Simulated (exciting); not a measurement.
# Au (Fm-3m) in exciting: a series of runs, part 2 of 2

exciting (release sodium). The steps go on from the part before.

## (3) Single point, PBE

input.xml reads:

```xml
<input>
  <title>Au</title>
  <structure speciespath="./" tshift="false">
    <crystal scale="1">
      <basevect>0.000000000000 3.845592663613 3.845592663613</basevect>
      <basevect>3.845592663613 0.000000000000 3.845592663613</basevect>
      <basevect>3.845592663613 3.845592663613 0.000000000000</basevect>
    </crystal>
    <species speciesfile="Au.xml" rmt="2.3">
      <atom coord="0.000000000000 0.000000000000 0.000000000000"/>
    </species>
  </structure>
  <groundstate do="fromscratch" ngridk="11 11 11" rgkmax="9" gmaxvr="14" lmaxapw="10" lmaxmat="10" lmaxvr="8" xctype="GGA_PBE" stype="Gaussian" swidth="0.00091873" nempty="12" ValenceRelativity="iora*" epsengy="1e-05" epspot="1e-05" maxscl="60" tforce="true" outputlevel="normal"/>
</input>
```

Potentials or basis: all-electron LAPW+lo, shipped species files, valence relativity iora*.

Command:

```sh
> OMP_NUM_THREADS=1 exciting_smp
```

INFO.OUT:

```text
================================================================================
EXCITING SODIUM started
[... 10 lines left out ...]

 Lattice vectors (cartesian) :
      0.0000000000      3.8455926636      3.8455926636
      3.8455926636      0.0000000000      3.8455926636
      3.8455926636      3.8455926636      0.0000000000

 Reciprocal lattice vectors (cartesian) :
     -0.8169332866      0.8169332866      0.8169332866
      0.8169332866     -0.8169332866      0.8169332866
      0.8169332866      0.8169332866     -0.8169332866

 Unit cell volume                           :     113.7417320758
 Brillouin zone volume                      :       2.1808197301

 Species :    1 (Au)
     parameters loaded from                 :    Au.xml
     name                                   :    gold
     nuclear charge                         :     -79.00000000
     electronic charge                      :      79.00000000
     atomic mass                            :  359048.05590000
     muffin-tin radius                      :       2.30000000
     # of radial points in muffin-tin       :     450

     atomic positions (lattice) :
       1 :   0.00000000  0.00000000  0.00000000

 Total number of atoms per unit cell        :       1

 Spin treatment                             :    spin-unpolarised

 Number of Bravais lattice symmetries       :      48
 Number of crystal symmetries               :      48

 k-point grid                               :      11   11   11
 Total number of k-points                   :      56
 k-point set is reduced with crystal symmetries

 R^MT_min * |G+k|_max (rgkmax)              :       9.00000000
 Species with R^MT_min                      :       1 (Au)
 Maximum |G+k| for APW functions            :       3.91304348
 Maximum |G| for potential and density      :      14.00000000

 G-vector grid sizes                        :      25    25    25
 Total number of G-vectors                  :    5209

 Maximum angular momentum used for
     APW functions                          :      10
     computing H and O matrix elements      :      10
     potential and density                  :       8
     inner part of muffin-tin               :       2

 Total nuclear charge                       :     -79.00000000
 Total electronic charge                    :      79.00000000
 Total core charge                          :      48.00000000
 Total valence charge                       :      31.00000000

 Number of empty states                     :      12
 Total number of valence states             :      28

 Maximum Hamiltonian size                   :     151
 Maximum number of plane-waves              :     125
 Total number of local-orbitals             :      26

 Exchange-correlation type                  :      20
     Perdew-Burke-Ernzerhof, Phys. Rev. Lett. 77, 3865 (1996)
     Generalised gradient approximation (GGA)

 Smearing scheme                            :    Gaussian
 Smearing width                             :       0.00091873

 Using multisecant Broyden potential mixing
[... 16 lines left out ...]
+ SCF iteration number :    1                                                  +
++++++++++++++++++++++++++++++++++++++++++++++++++++++++++++++++++++++++++++++++
 Total energy                               :    -19031.89469557
 _______________________________________________________________
 Fermi energy                               :         0.45256543
 Kinetic energy                             :     21899.04797960
 Coulomb energy                             :    -40565.66234931
 Exchange energy                            :      -360.40983753
 Correlation energy                         :        -4.87048833

 DOS at Fermi energy (states/Ha/cell)       :        18.48432487

 Electron charges :
     core                                   :        48.00000000
     core leakage                           :         0.00152491
     valence                                :        31.00000000
     interstitial                           :         2.35791549
     charge in muffin-tin spheres :
                  atom     1    Au          :        76.64208451
     total charge in muffin-tins            :        76.64208451
     total charge                           :        79.00000000

++++++++++++++++++++++++++++++++++++++++++++++++++++++++++++++++++++++++++++++++
+ SCF iteration number :    2                                                  +
++++++++++++++++++++++++++++++++++++++++++++++++++++++++++++++++++++++++++++++++
 Total energy                               :    -19043.26813671
 _______________________________________________________________
 Fermi energy                               :         0.44010556
 Kinetic energy                             :     21892.09061744
 Coulomb energy                             :    -40569.87071976
 Exchange energy                            :      -360.61685718
 Correlation energy                         :        -4.87117722
[... 410 lines left out ...]
++++++++++++++++++++++++++++++++++++++++++++++++++++++++++++++++++++++++++++++++
+ SCF iteration number :   17                                                  +
++++++++++++++++++++++++++++++++++++++++++++++++++++++++++++++++++++++++++++++++
 Total energy                               :    -19047.91431199
 _______________________________________________________________
 Fermi energy                               :         0.41830032
 Kinetic energy                             :     21887.68843780
 Coulomb energy                             :    -40570.05464407
 Exchange energy                            :      -360.67671682
 Correlation energy                         :        -4.87138891

 DOS at Fermi energy (states/Ha/cell)       :         2.78238827

 Electron charges :
     core                                   :        48.00000000
     core leakage                           :         0.00143930
     valence                                :        31.00000000
     interstitial                           :         2.20913235
     charge in muffin-tin spheres :
                  atom     1    Au          :        76.79086765
     total charge in muffin-tins            :        76.79086765
     total charge                           :        79.00000000

 RMS change in effective potential (target) :  0.862049E-09  ( 0.100000E-04)
 Absolute change in total energy   (target) :  0.869586E-07  ( 0.100000E-04)
 Charge distance                   (target) :  0.180717E-10  ( 0.100000E-04)
 Abs. change in max-nonIBS-force   (target) :   0.00000      ( 0.500000E-04)

++++++++++++++++++++++++++++++++++++++++++++++++++++++++++++++++++++++++++++++++
| Convergency criteria checked for the last 2 iterations                       +
| Convergence targets achieved. Performing final SCF iteration                 +
++++++++++++++++++++++++++++++++++++++++++++++++++++++++++++++++++++++++++++++++
 Total energy                               :    -19047.91431182
 _______________________________________________________________
 Fermi energy                               :         0.41830032
 Kinetic energy                             :     21887.68843785
 Coulomb energy                             :    -40570.05464395
 Exchange energy                            :      -360.67671682
 Correlation energy                         :        -4.87138891

 DOS at Fermi energy (states/Ha/cell)       :         2.78238865

 Electron charges :
     core                                   :        48.00000000
     core leakage                           :         0.00143930
     valence                                :        31.00000000
     interstitial                           :         2.20913235
     charge in muffin-tin spheres :
                  atom     1    Au          :        76.79086765
     total charge in muffin-tins            :        76.79086765
     total charge                           :        79.00000000

++++++++++++++++++++++++++++++++++++++++++++++++++++++++++++++++++++++++++++++++
+ Self-consistent loop stopped                                                 +
++++++++++++++++++++++++++++++++++++++++++++++++++++++++++++++++++++++++++++++++
 STATE.OUT is written

--------------------------------------------------------------------------------
- Writing atomic positions and forces                                          -
--------------------------------------------------------------------------------

 Atomic positions (lattice) :
 atom     1  Au  :     0.00000000    0.00000000    0.00000000

 Total atomic forces including IBS (cartesian) :
 atom     1  Au  :     0.00000000    0.00000000    0.00000000

 Atomic force components including IBS (cartesian) :
 atom     1  Au  :     0.00000000    0.00000000    0.00000000   HF force
                 :     0.00000000    0.00000000    0.00000000   core correction
                 :     0.00000000    0.00000000    0.00000000   IBS correction

********************************************************************************
* Groundstate module stopped                                                   *
********************************************************************************

--------------------------------------------------------------------------------
- CAUTION! Warnings have been written in file WARNING.OUT !                    -
--------------------------------------------------------------------------------
================================================================================
| EXCITING SODIUM stopped                                                      =
================================================================================
```

WARNINGS.OUT:

```text
Inversion symmetry is present. Consider using input%groundstate%solver%type = "inversionsymmetry"
```

It took 32 s on 1 thread of Arm Neoverse V2, shared host; peak memory 0.1 GiB.

Results:

```
Free energy                                       : -518320.1536 eV
Band gap on the k mesh                            : none (metal or under the smearing width)
All electrons inside the program's atomic spheres : Au 76.79 (radii Au 2.3 bohr)
```

Levels at points of the mesh, in eV from the Fermi level:
```tsv
k point	band 14	band 15	band 16	band 17	band 18	band 19
(0.00, 0.00, 0.00)	-4.86	-3.32	-3.32	14.37	18.42	18.42
```

Caveat: the basis of Au and Ba changes in steps between geometries, so energy differences can be off by several meV.
